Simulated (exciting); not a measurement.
# MgB2 (P6/mmm) in exciting: equation of state, part 2 of 2

exciting (release sodium). Earlier steps stand in the parts before.

## (3) Equation of state, PBEsol, 9.29 Å³/atom (volume scaled by 0.96)

input.xml

```xml
<input>
  <title>MgB2</title>
  <structure speciespath="./" tshift="false">
    <crystal scale="1">
      <basevect>5.751014285946 0.000000000000 0.000000000000</basevect>
      <basevect>-2.875507143067 4.980524469303 0.000000000000</basevect>
      <basevect>0.000000000000 0.000000000000 6.567527821483</basevect>
    </crystal>
    <species speciesfile="Mg.xml" rmt="2">
      <atom coord="0.000000000000 0.000000000000 0.000000000000"/>
    </species>
    <species speciesfile="B.xml" rmt="1.45">
      <atom coord="0.666666666700 0.333333333300 0.500000000000"/>
      <atom coord="0.333333333300 0.666666666700 0.500000000000"/>
    </species>
  </structure>
  <groundstate do="fromscratch" ngridk="10 10 8" rgkmax="7" gmaxvr="14" lmaxapw="10" lmaxmat="10" lmaxvr="8" xctype="GGA_PBE_SOL" stype="Fermi Dirac" swidth="0.00183747" nempty="12" ValenceRelativity="iora*" epsengy="1e-05" epspot="1e-05" maxscl="60" outputlevel="normal"/>
</input>
```

Potentials or basis: all-electron LAPW+lo, shipped species files, valence relativity iora*.

Run with:

```bash
$ OMP_NUM_THREADS=1 exciting_smp
```

It took 4.4 min on 1 thread of Intel Xeon Platinum 8488C (Sapphire Rapids), shared host; peak memory 0.15 GiB.

The run converged. Its results:

* Free energy: -6785.9300 eV
* Band gap on the k mesh: none (metal or under the smearing width)
* All electrons inside the program's atomic spheres: Mg 10.38; B 3.23 (radii Mg 2.0, B 1.45 bohr)

Caveat: the log's total energy holds no entropy term; the free energy is that total less TS from the occupations.

## (4) Equation of state, PBEsol, 9.49 Å³/atom (volume scaled by 0.98)

input.xml: that of step 3 with these lines changed.

```diff
@@ -4,5 +4,5 @@
     <crystal scale="1">
-      <basevect>5.751014285946 0.000000000000 0.000000000000</basevect>
-      <basevect>-2.875507143067 4.980524469303 0.000000000000</basevect>
-      <basevect>0.000000000000 0.000000000000 6.567527821483</basevect>
+      <basevect>5.790677706946 0.000000000000 0.000000000000</basevect>
+      <basevect>-2.895338853473 5.014873999339 0.000000000000</basevect>
+      <basevect>0.000000000000 0.000000000000 6.612822548289</basevect>
     </crystal>
```

Potentials or basis: all-electron LAPW+lo, shipped species files, valence relativity iora*.

Run with:

```bash
$ OMP_NUM_THREADS=1 exciting_smp
```

INFO.OUT:

```text
================================================================================
EXCITING SODIUM started
[... 10 lines left out ...]

 Lattice vectors (cartesian) :
      5.7906777069      0.0000000000      0.0000000000
     -2.8953388535      5.0148739993      0.0000000000
      0.0000000000      0.0000000000      6.6128225483

 Reciprocal lattice vectors (cartesian) :
      1.0850518066      0.6264549526     -0.0000000000
      0.0000000000      1.2529099052      0.0000000000
      0.0000000000     -0.0000000000      0.9501518090

 Unit cell volume                           :     192.0331865049
 Brillouin zone volume                      :       1.2917049285

 Species :    1 (Mg)
     parameters loaded from                 :    Mg.xml
     name                                   :    magnesium
     nuclear charge                         :     -12.00000000
     electronic charge                      :      12.00000000
[... 371 lines left out ...]
 _______________________________________________________________
 Fermi energy                               :         0.26792816
 Kinetic energy                             :       249.27263278
 Coulomb energy                             :      -474.69278413
 Exchange energy                            :       -23.03319345
 Correlation energy                         :        -0.92439285
[... 276 lines left out ...]
 RMS change in effective potential (target) :  0.446645E-06  ( 0.100000E-04)
 Absolute change in total energy   (target) :  0.526252E-06  ( 0.100000E-04)
 Charge distance                   (target) :  0.585828E-08  ( 0.100000E-04)

++++++++++++++++++++++++++++++++++++++++++++++++++++++++++++++++++++++++++++++++
| Convergency criteria checked for the last 2 iterations                       +
| Convergence targets achieved. Performing final SCF iteration                 +
++++++++++++++++++++++++++++++++++++++++++++++++++++++++++++++++++++++++++++++++
 Total energy                               :      -249.37831897
 _______________________________________________________________
 Fermi energy                               :         0.26792990
 Kinetic energy                             :       249.27266101
 Coulomb energy                             :      -474.69335446
 Exchange energy                            :       -23.03323217
 Correlation energy                         :        -0.92439335

 DOS at Fermi energy (states/Ha/cell)       :        21.43448157

 Electron charges :
     core                                   :         6.00000000
     core leakage                           :         0.00157592
     valence                                :        16.00000000
     interstitial                           :         5.19810540
     charge in muffin-tin spheres :
                  atom     1    Mg          :        10.37195047
                  atom     2     B          :         3.21497206
                  atom     3     B          :         3.21497206
     total charge in muffin-tins            :        16.80189460
     total charge                           :        22.00000000

++++++++++++++++++++++++++++++++++++++++++++++++++++++++++++++++++++++++++++++++
[... 7 lines left out ...]

--------------------------------------------------------------------------------
- CAUTION! Warnings have been written in file WARNING.OUT !                    -
--------------------------------------------------------------------------------
================================================================================
| EXCITING SODIUM stopped                                                      =
================================================================================
```

It took 6.7 min on 1 thread of Intel Xeon Platinum 8488C (Sapphire Rapids), shared host; peak memory 0.15 GiB.

Results:

* Free energy: -6785.9363 eV
* Band gap on the k mesh: none (metal or under the smearing width)
* All electrons inside the program's atomic spheres: Mg 10.37; B 3.21 (radii Mg 2.0, B 1.45 bohr)

Caveat: the log's total energy holds no entropy term; the free energy is that total less TS from the occupations.

## (5) Equation of state, PBEsol, 9.68 Å³/atom

input.xml: that of step 4 with these lines changed.

```diff
@@ -4,5 +4,5 @@
     <crystal scale="1">
-      <basevect>5.790677706946 0.000000000000 0.000000000000</basevect>
-      <basevect>-2.895338853473 5.014873999339 0.000000000000</basevect>
-      <basevect>0.000000000000 0.000000000000 6.612822548289</basevect>
+      <basevect>5.829805094471 0.000000000000 0.000000000000</basevect>
+      <basevect>-2.914902547235 5.048759310971 0.000000000000</basevect>
+      <basevect>0.000000000000 0.000000000000 6.657505137057</basevect>
     </crystal>
```

Run with:

```bash
$ OMP_NUM_THREADS=1 exciting_smp
```

Run time: 5.6 min. Hardware: 1 thread of Intel Xeon Platinum 8488C (Sapphire Rapids), shared host; peak memory 0.16 GiB.

It converged, with:

```
Free energy                                       : -6785.9310 eV
Band gap on the k mesh                            : none (metal or under the smearing width)
All electrons inside the program's atomic spheres : Mg 10.36; B 3.20 (radii Mg 2.0, B 1.45 bohr)
```

Caveat: the log's total energy holds no entropy term; the free energy is that total less TS from the occupations.

## (6) Equation of state, PBEsol, 9.87 Å³/atom (volume scaled by 1.02)

input.xml: that of step 5 with these lines changed.

```diff
@@ -4,5 +4,5 @@
     <crystal scale="1">
-      <basevect>5.829805094471 0.000000000000 0.000000000000</basevect>
-      <basevect>-2.914902547235 5.048759310971 0.000000000000</basevect>
-      <basevect>0.000000000000 0.000000000000 6.657505137057</basevect>
+      <basevect>5.868414200417 0.000000000000 0.000000000000</basevect>
+      <basevect>-2.934207100208 5.082195777499 0.000000000000</basevect>
+      <basevect>0.000000000000 0.000000000000 6.701595860012</basevect>
     </crystal>
```

Potentials or basis: all-electron LAPW+lo, shipped species files, valence relativity iora*.

Run with:

```bash
$ OMP_NUM_THREADS=1 exciting_smp
```

Run time: 6.4 min. Hardware: 1 thread of Intel Xeon Platinum 8488C (Sapphire Rapids), shared host; peak memory 0.15 GiB.

Results (log left out):

* Free energy: -6785.9152 eV
* Band gap on the k mesh: none (metal or under the smearing width)
* All electrons inside the program's atomic spheres: Mg 10.35; B 3.19 (radii Mg 2.0, B 1.45 bohr)

Caveat: the log's total energy holds no entropy term; the free energy is that total less TS from the occupations.

## (7) Equation of state, PBEsol, 10.07 Å³/atom (volume scaled by 1.04)

input.xml: that of step 6 with these lines changed.

```diff
@@ -4,5 +4,5 @@
     <crystal scale="1">
-      <basevect>5.868414200417 0.000000000000 0.000000000000</basevect>
-      <basevect>-2.934207100208 5.082195777499 0.000000000000</basevect>
-      <basevect>0.000000000000 0.000000000000 6.701595860012</basevect>
+      <basevect>5.906521853929 0.000000000000 0.000000000000</basevect>
+      <basevect>-2.953260926965 5.115197973626 0.000000000000</basevect>
+      <basevect>0.000000000000 0.000000000000 6.745113935668</basevect>
     </crystal>
```

Run with:

```bash
$ OMP_NUM_THREADS=1 exciting_smp
```

It took 7 min on 1 thread of Intel Xeon Platinum 8488C (Sapphire Rapids), shared host; peak memory 0.16 GiB.

The run converged. Its results:

```yaml
Free_energy: -6785.8899 eV
Band_gap_on_the_k_mesh: none (metal or under the smearing width)
All_electrons_inside_the_program's_atomic_spheres: Mg 10.34; B 3.18 (radii Mg 2.0, B 1.45 bohr)
```

Caveat: the log's total energy holds no entropy term; the free energy is that total less TS from the occupations.

## (8) Equation of state, PBEsol, 10.26 Å³/atom (volume scaled by 1.06)

input.xml: that of step 7 with these lines changed.

```diff
@@ -4,5 +4,5 @@
     <crystal scale="1">
-      <basevect>5.906521853929 0.000000000000 0.000000000000</basevect>
-      <basevect>-2.953260926965 5.115197973626 0.000000000000</basevect>
-      <basevect>0.000000000000 0.000000000000 6.745113935668</basevect>
+      <basevect>5.944144026596 0.000000000000 0.000000000000</basevect>
+      <basevect>-2.972072013298 5.147779730823 0.000000000000</basevect>
+      <basevect>0.000000000000 0.000000000000 6.788077603097</basevect>
     </crystal>
```

Run with:

```bash
$ OMP_NUM_THREADS=1 exciting_smp
```

Run time: 5.9 min. Hardware: 1 thread of Intel Xeon Platinum 8488C (Sapphire Rapids), shared host; peak memory 0.16 GiB.

It converged, with:

```yaml
Free_energy: -6785.8557 eV
Band_gap_on_the_k_mesh: none (metal or under the smearing width)
All_electrons_inside_the_program's_atomic_spheres: Mg 10.33; B 3.16 (radii Mg 2.0, B 1.45 bohr)
```

Caveat: the log's total energy holds no entropy term; the free energy is that total less TS from the occupations.

## (9) Equation of state, PBEsol

Potentials or basis: all-electron LAPW+lo, shipped species files, valence relativity iora*.

This step only gathers the single runs of the series.

Results:

| Quantity | Value |
| --- | --- |
| Equilibrium volume | 9.49 Å³/atom |
| Bulk modulus at fixed shape and positions | 156 GPa |
| Pressure derivative of the bulk modulus | 3.5 |

Energy against volume, from the lowest point:
```
volume (Å³/atom)  energy (meV/atom)
           9.098               8.41
           9.292               2.10
           9.485               0.00
           9.679               1.74
           9.873               7.03
          10.066              15.45
          10.260              26.84
```

Caveat: the cell was scaled at fixed shape and fractional positions, which overstates the stiffness of a crystal with free parameters, most of all of layers and chains.
